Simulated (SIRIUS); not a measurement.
# ZrB2 (P6/mmm) in SIRIUS: notebook

Aim: see how the results for ZrB2 move with the level of theory and the settings. Levels: PBE, PW91. Tasks: band structure, equation of state.

Program: SIRIUS 7.12.0. These are calculated values, not measurements. Logs are shortened: lines on timing, memory, paths and dates and some standing lists are left out, and cuts for length are marked. The log counts tension as positive stress, the text compression.

**1. The structure**

The structure is hexagonal, space group P6/mmm (No. 191). Conventional cell: a = 3.170 Å, b = 3.170 Å, c = 3.533 Å, α = 90.00°, β = 90.00°, γ = 120.00°. Zr (site symmetry 6/mmm) has 12 B at 2.54 Å as nearest neighbours. Around B (site symmetry -6m2) lie 3 B at 1.83 Å.

**2. Band structure, PBE**

sirius.json reads:

```json
{
  "control": {
    "processing_unit": "cpu",
    "std_evp_solver_name": "lapack",
    "gen_evp_solver_name": "lapack",
    "verbosity": 2,
    "print_forces": true,
    "ortho_rf": true,
    "use_second_variation": true,
    "rmt_max": 3.0,
    "num_bands_to_print": 24,
    "save_wf": true
  },
  "parameters": {
    "electronic_structure_method": "full_potential_lapwlo",
    "xc_functionals": ["XC_GGA_X_PBE", "XC_GGA_C_PBE"],
    "core_relativity": "none",
    "valence_relativity": "none",
    "num_fv_states": 24,
    "smearing": "fermi_dirac",
    "smearing_width": 0.0018374661,
    "pw_cutoff": 20,
    "gk_cutoff": 3.82,
    "lmax_apw": 11,
    "lmax_rho": 8,
    "lmax_pot": 8,
    "num_mag_dims": 0,
    "auto_rmt": 0,
    "ngridk": [10, 10, 8],
    "shiftk": [0, 0, 0],
    "num_dft_iter": 80,
    "energy_tol": 1e-07,
    "density_tol": 1e-05,
    "use_symmetry": true
  },
  "settings": {"tol_ne": 1e-10},
  "iterative_solver": {"type": "exact"},
  "mixer": {"type": "anderson", "beta": 0.5, "max_history": 8},
  "unit_cell": {
    "lattice_vectors": [[5.9904318151, 0.0, 0.0], [-2.9952159075, 5.1878661315, 0.0], [0.0, 0.0, 6.6764023983]],
    "atom_types": ["B", "Zr"],
    "atom_files": {"B": "B.json", "Zr": "Zr.json"},
    "atoms": {"B": [[0.6666666667, 0.3333333333, 0.5], [0.3333333333, 0.6666666667, 0.5]], "Zr": [[0.0, 0.0, 0.0]]}
  }
}
```

B.json reads:

```json
{
  "name": "boron",
  "symbol": "B",
  "number": 5,
  "mass": 10.811,
  "rmin": 1e-06,
  "rmt": 1.7,
  "nrmt": 800,
  "rinf": 17.81,
  "core": "1s",
  "valence": [
    {"basis": [{"enu": 0.23, "dme": 0, "n": 0, "auto": 0}, {"enu": 0.23, "dme": 1, "n": 0, "auto": 0}]},
    {"l": 0, "n": 1, "basis": [{"enu": 0.2759, "dme": 0, "n": 0, "auto": 0}]},
    {"l": 1, "n": 2, "basis": [{"enu": 0.33, "dme": 0, "n": 0, "auto": 0}]},
    {"l": 2, "n": 3, "basis": [{"enu": 0.33, "dme": 0, "n": 0, "auto": 0}]},
    {"l": 3, "n": 4, "basis": [{"enu": 0.33, "dme": 0, "n": 0, "auto": 0}]}
  ],
  "lo": [
    {
      "l": 0,
      "basis": [{"enu": 0.2759, "dme": 0, "n": 0, "auto": 0}, {"enu": 0.2759, "dme": 1, "n": 0, "auto": 0}]
    },
    {
      "l": 0,
      "basis": [{"enu": 0.2759, "dme": 1, "n": 0, "auto": 0}, {"enu": 0.2759, "dme": 2, "n": 0, "auto": 0}]
    },
    {
      "l": 0,
      "basis": [{"enu": 0.2759, "dme": 0, "n": 0, "auto": 0}, {"enu": 4.4281, "dme": 0, "n": 0, "auto": 0}]
    },
    {"l": 1, "basis": [{"enu": 0.33, "dme": 0, "n": 0, "auto": 0}, {"enu": 0.33, "dme": 1, "n": 0, "auto": 0}]},
    {"l": 1, "basis": [{"enu": 0.33, "dme": 1, "n": 0, "auto": 0}, {"enu": 0.33, "dme": 2, "n": 0, "auto": 0}]},
    {"l": 1, "basis": [{"enu": 0.33, "dme": 0, "n": 0, "auto": 0}, {"enu": 5.1051, "dme": 0, "n": 0, "auto": 0}]},
    {"l": 2, "basis": [{"enu": 0.33, "dme": 0, "n": 0, "auto": 0}, {"enu": 0.33, "dme": 1, "n": 0, "auto": 0}]},
    {"l": 2, "basis": [{"enu": 0.33, "dme": 1, "n": 0, "auto": 0}, {"enu": 0.33, "dme": 2, "n": 0, "auto": 0}]},
    {"l": 2, "basis": [{"enu": 0.33, "dme": 0, "n": 0, "auto": 0}, {"enu": 5.7279, "dme": 0, "n": 0, "auto": 0}]},
    {"l": 3, "basis": [{"enu": 0.33, "dme": 0, "n": 0, "auto": 0}, {"enu": 0.33, "dme": 1, "n": 0, "auto": 0}]}
  ],
  "free_atom": [... radial grid and density of the free atom, the start of the SCF ...]
}
```

Zr.json reads:

```json
{
  "name": "zirconium",
  "symbol": "Zr",
  "number": 40,
  "mass": 91.224,
  "rmin": 1e-06,
  "rmt": 2.48,
  "nrmt": 800,
  "rinf": 17.42,
  "core": "1s2s2p3s3p",
  "valence": [
    {"basis": [{"enu": 0.23, "dme": 0, "n": 0, "auto": 0}, {"enu": 0.23, "dme": 1, "n": 0, "auto": 0}]},
    {"l": 0, "n": 1, "basis": [{"enu": 0.33, "dme": 0, "n": 0, "auto": 0}]},
    {"l": 1, "n": 2, "basis": [{"enu": 0.33, "dme": 0, "n": 0, "auto": 0}]},
    {"l": 2, "n": 3, "basis": [{"enu": 0.33, "dme": 0, "n": 0, "auto": 0}]},
    {"l": 3, "n": 4, "basis": [{"enu": 0.33, "dme": 0, "n": 0, "auto": 0}]}
  ],
  "lo": [
    {"l": 0, "basis": [{"enu": 0.33, "dme": 0, "n": 0, "auto": 0}, {"enu": 0.33, "dme": 1, "n": 0, "auto": 0}]},
    {
      "l": 0,
      "basis": [{"enu": -1.5312, "dme": 0, "n": 4, "auto": 1}, {"enu": -1.5312, "dme": 1, "n": 4, "auto": 1}]
    },
    {
      "l": 0,
      "basis": [{"enu": -1.5312, "dme": 1, "n": 4, "auto": 1}, {"enu": 0.33, "dme": 0, "n": 0, "auto": 0}]
    },
    {"l": 0, "basis": [{"enu": 0.33, "dme": 0, "n": 0, "auto": 0}, {"enu": 2.9315, "dme": 0, "n": 0, "auto": 0}]},
    {"l": 1, "basis": [{"enu": 0.33, "dme": 0, "n": 0, "auto": 0}, {"enu": 0.33, "dme": 1, "n": 0, "auto": 0}]},
    {
      "l": 1,
      "basis": [{"enu": -0.7259, "dme": 0, "n": 4, "auto": 1}, {"enu": -0.7259, "dme": 1, "n": 4, "auto": 1}]
    },
    {
      "l": 1,
      "basis": [{"enu": -0.7259, "dme": 1, "n": 4, "auto": 1}, {"enu": 0.33, "dme": 0, "n": 0, "auto": 0}]
    },
    {"l": 1, "basis": [{"enu": 0.33, "dme": 0, "n": 0, "auto": 0}, {"enu": 3.3217, "dme": 0, "n": 0, "auto": 0}]},
    {"l": 2, "basis": [{"enu": 0.33, "dme": 0, "n": 0, "auto": 0}, {"enu": 0.33, "dme": 1, "n": 0, "auto": 0}]},
    {"l": 2, "basis": [{"enu": 0.33, "dme": 1, "n": 0, "auto": 0}, {"enu": 0.33, "dme": 2, "n": 0, "auto": 0}]},
    {
      "l": 2,
      "basis": [{"enu": -5.9626, "dme": 0, "n": 3, "auto": 1}, {"enu": -5.9626, "dme": 1, "n": 3, "auto": 1}]
    },
    {"l": 2, "basis": [{"enu": 0.33, "dme": 0, "n": 0, "auto": 0}, {"enu": 2.8664, "dme": 0, "n": 0, "auto": 0}]},
    {"l": 3, "basis": [{"enu": 0.33, "dme": 0, "n": 0, "auto": 0}, {"enu": 0.33, "dme": 1, "n": 0, "auto": 0}]},
    {"l": 3, "basis": [{"enu": 0.33, "dme": 0, "n": 0, "auto": 0}, {"enu": 3.1591, "dme": 0, "n": 0, "auto": 0}]}
  ],
  "free_atom": [... radial grid and density of the free atom, the start of the SCF ...]
}
```

sirius_start.json reads:

```json
{
  "control": {
    "processing_unit": "cpu",
    "std_evp_solver_name": "lapack",
    "gen_evp_solver_name": "lapack",
    "verbosity": 1,
    "print_forces": false,
    "ortho_rf": true,
    "use_second_variation": true,
    "rmt_max": 3.0,
    "num_bands_to_print": 24,
    "save_wf": false
  },
  "parameters": {
    "electronic_structure_method": "full_potential_lapwlo",
    "xc_functionals": ["XC_LDA_X", "XC_LDA_C_PW"],
    "core_relativity": "none",
    "valence_relativity": "none",
    "num_fv_states": 24,
    "smearing": "fermi_dirac",
    "smearing_width": 0.0055123983,
    "pw_cutoff": 20,
    "gk_cutoff": 3.06,
    "lmax_apw": 11,
    "lmax_rho": 8,
    "lmax_pot": 8,
    "num_mag_dims": 0,
    "auto_rmt": 0,
    "ngridk": [4, 4, 3],
    "shiftk": [0, 0, 0],
    "num_dft_iter": 30,
    "energy_tol": 0.01,
    "density_tol": 0.05,
    "use_symmetry": true
  },
  "settings": {"tol_ne": 1e-10},
  "iterative_solver": {"type": "exact"},
  "mixer": {"type": "anderson", "beta": 0.5, "max_history": 8},
  "unit_cell": {
    "lattice_vectors": [[5.9904318151, 0.0, 0.0], [-2.9952159075, 5.1878661315, 0.0], [0.0, 0.0, 6.6764023983]],
    "atom_types": ["B", "Zr"],
    "atom_files": {"B": "B.json", "Zr": "Zr.json"},
    "atoms": {"B": [[0.6666666667, 0.3333333333, 0.5], [0.3333333333, 0.6666666667, 0.5]], "Zr": [[0.0, 0.0, 0.0]]}
  }
}
```

sirius_bands.json reads:

```json
{
  "control": {
    "processing_unit": "cpu",
    "std_evp_solver_name": "lapack",
    "gen_evp_solver_name": "lapack",
    "verbosity": 2,
    "print_forces": true,
    "ortho_rf": true,
    "use_second_variation": true,
    "rmt_max": 3.0,
    "num_bands_to_print": 24,
    "save_wf": true
  },
  "parameters": {
    "electronic_structure_method": "full_potential_lapwlo",
    "xc_functionals": ["XC_GGA_X_PBE", "XC_GGA_C_PBE"],
    "core_relativity": "none",
    "valence_relativity": "none",
    "num_fv_states": 24,
    "smearing": "fermi_dirac",
    "smearing_width": 0.0018374661,
    "pw_cutoff": 20,
    "gk_cutoff": 3.82,
    "lmax_apw": 11,
    "lmax_rho": 8,
    "lmax_pot": 8,
    "num_mag_dims": 0,
    "auto_rmt": 0,
    "ngridk": [10, 10, 8],
    "shiftk": [0, 0, 0],
    "num_dft_iter": 80,
    "energy_tol": 1e-07,
    "density_tol": 1e-05,
    "use_symmetry": true
  },
  "settings": {"tol_ne": 1e-10},
  "iterative_solver": {"type": "exact"},
  "mixer": {"type": "anderson", "beta": 0.5, "max_history": 8},
  "unit_cell": {
    "lattice_vectors": [[5.9904318151, 0.0, 0.0], [-2.9952159075, 5.1878661315, 0.0], [0.0, 0.0, 6.6764023983]],
    "atom_types": ["B", "Zr"],
    "atom_files": {"B": "B.json", "Zr": "Zr.json"},
    "atoms": {"B": [[0.6666666667, 0.3333333333, 0.5], [0.3333333333, 0.6666666667, 0.5]], "Zr": [[0.0, 0.0, 0.0]]}
  },
  "kpoints_rel": {
    "G": [0.0, 0.0, 0.0],
    "A": [0.0, 0.0, 0.5],
    "H": [0.3333333333, 0.3333333333, 0.5],
    "K": [0.3333333333, 0.3333333333, 0.0],
    "L": [0.5, 0.0, 0.5],
    "M": [0.5, 0.0, 0.0]
  },
  "kpoints_path": ["G", "M", "K", "G", "A", "L", "H", "A"]
}
```

Potentials or basis: all-electron FP-LAPW (no relativity for the valence, core without relativity), apw+lo standard.

On the command line:

```
OMP_NUM_THREADS=1 sirius.scf --input=sirius_start.json --output=start.json
OMP_NUM_THREADS=1 sirius.scf --input=sirius.json --output=output.json --task=1
OMP_NUM_THREADS=1 sirius.scf --input=sirius_bands.json --output=bands_out.json --task=2
```

The log of the run:

```text
[info] SIRIUS version : 7.12.0
[info] number of MPI ranks           : 1
[info] MPI grid                      : 1 1
[info] maximum number of OMP threads : 1
[fft] FFT context for density and potential
[fft] =====================================
[fft]   plane wave cutoff                     : 20
[fft]   grid size                             : 45 45 45   total : 91125
[fft]   grid limits                           : -22 22   -22 22   -22 22
[fft]   number of G-vectors within the cutoff : 27985
[fft]   number of G-shells                    : 1441
[fft] FFT context for coarse grid
[fft] =====================================
[fft]   plane wave cutoff                     : 7.64
[fft]   grid size                             : 18 18 20   total : 6480
[fft]   grid limits                           : -8 9   -8 9   -9 10
[fft]   number of G-vectors within the cutoff : 1571
[fft]   number of G-shells                    : 110
[unit cell] lattice vectors
[unit cell]   a1 :       5.9904318151      0.0000000000      0.0000000000
[unit cell]   a2 :      -2.9952159075      5.1878661315      0.0000000000
[unit cell]   a3 :       0.0000000000      0.0000000000      6.6764023983
[unit cell] reciprocal lattice vectors
[unit cell]   b1 :       1.0488701818      0.6055654818     -0.0000000000
[unit cell]   b2 :       0.0000000000      1.2111309637      0.0000000000
[unit cell]   b3 :       0.0000000000     -0.0000000000      0.9411034465
[unit cell] unit cell volume :       207.48628495 [a.u.^3]
[unit cell] 1/sqrt(omega)    :         0.06942331
[unit cell] MT volume        :       105.05063604 (50.63%)
[unit cell] IT volume        :       102.43564891 (49.37%)
[unit cell] number of atom types : 2
[unit cell] type id : 0 symbol :  B mt_radius :   1.700000 num_atoms : 2
[unit cell] type id : 1 symbol : Zr mt_radius :   2.480000 num_atoms : 1
[unit cell] total number of atoms : 3
[unit cell] number of symmetry classes : 2
[unit cell] atom id  type id  class id             position                      vector_field
[unit cell] ------------------------------------------------------------------------------------------
[unit cell]      0        0        0      0.66667   0.33333   0.50000      0.00000   0.00000   0.00000
[unit cell]      1        0        0      0.33333   0.66667   0.50000      0.00000   0.00000   0.00000
[unit cell]      2        1        1      0.00000   0.00000   0.00000      0.00000   0.00000   0.00000
[unit cell] atom id         position (Cartesian, a.u.)
[... 438 lines left out ...]
[find] band gap (eV)                  :       0.00000000
[find] Efermi                         :       0.42316018
[find] iteration : 7, RMS (target) : 1.7478e-06 (1.0000e-05) , energy difference (target) : 3.1387e-09 (1.0000e-07)
[find] converged after 8 SCF iterations!
Warning in function "check_num_electrons" at src/density/density.cpp:1179
wrong number of electrons
  obtained value : 49.9997
  target value : 50
  difference : 0.000278664
  total core leakage : 0.000277284
    atom class : 0, core leakage : 0.000138599
    atom class : 1, core leakage : 8.57233e-08
[find] Charges and magnetic moments
[find] --------------------------------------------------------------------------------
[find] atom      charge    core leakage
[find] --------------------------------------------------------------------------------
[find]    0    3.798636    1.385993e-04
[find]    1    3.798636    1.385993e-04
[find]    2   37.896651    8.572332e-08
[find] total core leakage    : 2.77284242e-04
[find] interstitial charge   : 4.505799
[find] total charge          : 49.999721
[find] Energy
[find] --------------------------------------------------------------------------------
[find] valence_eval_sum               :     -62.03754234
[find] core_eval_sum                  :   -2044.77310265
[find] kinetic energy                 :    3588.48352932
[find] enuc                           :   -4289.32317642
[find] <rho|V^{XC}>                   :    -156.92250881
[find] <rho|E^{XC}>                   :    -120.50003879
[find] <mag|B^{XC}>                   :       0.00000000
[find] <rho|V^{H}>                    :   -5538.37166542
[find] smearing (-TS)                 :      -0.00011361
[find] SCF correction                 :       0.00000599
[find] Total energy                   :   -3590.52551261 (Ha),   -7181.05102522 (Ry)
[find] Free energy (E-TS)             :   -3590.52562622 (Ha),   -7181.05125244 (Ry)
[find] band gap (eV)                  :       0.00000000
[find] Efermi                         :       0.42316018
[ground_state]
[ground_state] ==== total Forces in Ha/bohr =====
[ground_state] atom:    0, force:       0.0000000      0.0000000      0.0000000
[ground_state] atom:    1, force:      -0.0000000     -0.0000000     -0.0000000
[ground_state] atom:    2, force:       0.0000000      0.0000000      0.0000000
[ground_state] ==== contribution from density =====
[ground_state] atom:    0, force:       0.0000000      0.0000000      0.0000000
[ground_state] atom:    1, force:      -0.0000000      0.0000000     -0.0000000
[ground_state] atom:    2, force:       0.0000000      0.0000000      0.0000000
[ground_state] ==== contribution from Hartree potential =====
[ground_state] atom:    0, force:       0.0000000      0.0000000      0.0000000
[ground_state] atom:    1, force:      -0.0000000     -0.0000000      0.0000000
[ground_state] atom:    2, force:       0.0000000      0.0000000      0.0000000
[ground_state] ==== contribution from IBS =====
[ground_state] atom:    0, force:       0.0000000      0.0000000      0.0000000
[ground_state] atom:    1, force:       0.0000000      0.0000000     -0.0000000
[ground_state] atom:    2, force:       0.0000000      0.0000000      0.0000000
```

It took 1.7 min on 1 thread of Arm Neoverse V1, shared host; peak memory 0.6 GiB.

Results:

* Free energy: -97703.1796 eV
* Band gap along the path: none (metal or under the smearing width)
* All electrons inside the program's atomic spheres: Zr 37.90; B 3.80 (radii B 1.7, Zr 2.48 bohr)

Levels at the corners of the path, in eV from the Fermi level:
```csv
point,band 10,band 11,band 12,band 13,band 14,band 15,band 16,band 17,band 18,band 19
Γ,-12.37,-2.50,-2.50,-2.40,-2.09,3.34,3.34,4.19,4.19,5.05
M,-8.67,-8.27,-3.77,-2.85,-2.59,2.28,2.44,4.84,4.97,6.83
K,-7.55,-7.55,-6.61,-2.34,-2.34,1.62,1.62,3.18,8.49,8.49
Γ,-12.37,-2.50,-2.50,-2.40,-2.09,3.34,3.34,4.19,4.19,5.05
A,-10.43,-6.46,-0.79,-0.79,0.39,0.39,0.79,0.79,1.84,5.23
L,-9.75,-6.76,-4.46,-3.92,-1.70,3.74,4.31,5.18,6.18,6.42
H,-8.58,-8.58,-4.68,-2.46,-2.46,4.03,5.97,5.97,6.55,6.55
A,-10.43,-6.46,-0.79,-0.79,0.39,0.39,0.79,0.79,1.84,5.23
```

Caveat: relativity is left out for the valence states, which matters for the heavier elements; relativity is left out for the core states.

(Continued in part 2 of 5.)
